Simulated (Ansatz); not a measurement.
A crystal relaxed with r2SCAN in the plane-wave code Ansatz has space group I4/mmm (No. 139) and a = 8.939 Å, c = 5.231 Å.

```json
{"atom": "Xx", "site": "8h", "x": "0.6770", "y": "0.6770", "z": "0.5000"}
{"atom": "O", "site": "8f", "x": "0.7500", "y": "0.7500", "z": "0.7500"}
{"atom": "O", "site": "8i", "x": "0.7088", "y": "0.5000", "z": "0.5000"}
```

The r2SCAN gap is indirect, 6.075 eV (M to Γ), below the direct gap of 6.078 eV at Γ. Least and direct gap differ so little that the kind isn't settled. HSE06 gives an indirect gap of 7.14 eV, from M–Γ (0.02 of the way from M) to Γ; the least direct gap is 7.15 eV at Γ. Least and direct gap differ so little that the kind isn't settled. Meshes: r2SCAN 6×6×6, HSE06 4×4×4. r2SCAN's ε∞ is 2.0 along all three axes, to this precision.

Task: Which element is Xx?
A. Pb
B. C
C. Si
D. Sn

Result: C. Xx is Si: a 12-atom cell of SiO₂ (I4/mmm) from a materials database. Si is surrounded by 4 O at 1.60–1.61 Å; O is surrounded by 2 Si at 1.60 Å; O is surrounded by 2 Si at 1.61 Å.

Spin-unpolarised throughout; all numbers are computed.

Where an edge lies off the special points, it is a point of the mesh or the k point where a search put PBE's edge or least direct gap, reused for the other functionals, whose own edges may lie a little apart.

For a response run the program warns that the ground state's bands aren't all converged, so ε∞ carries an extra error.

For some runs the program warns that the potential is rough where the density is thin, which bears on empty states near the vacuum.
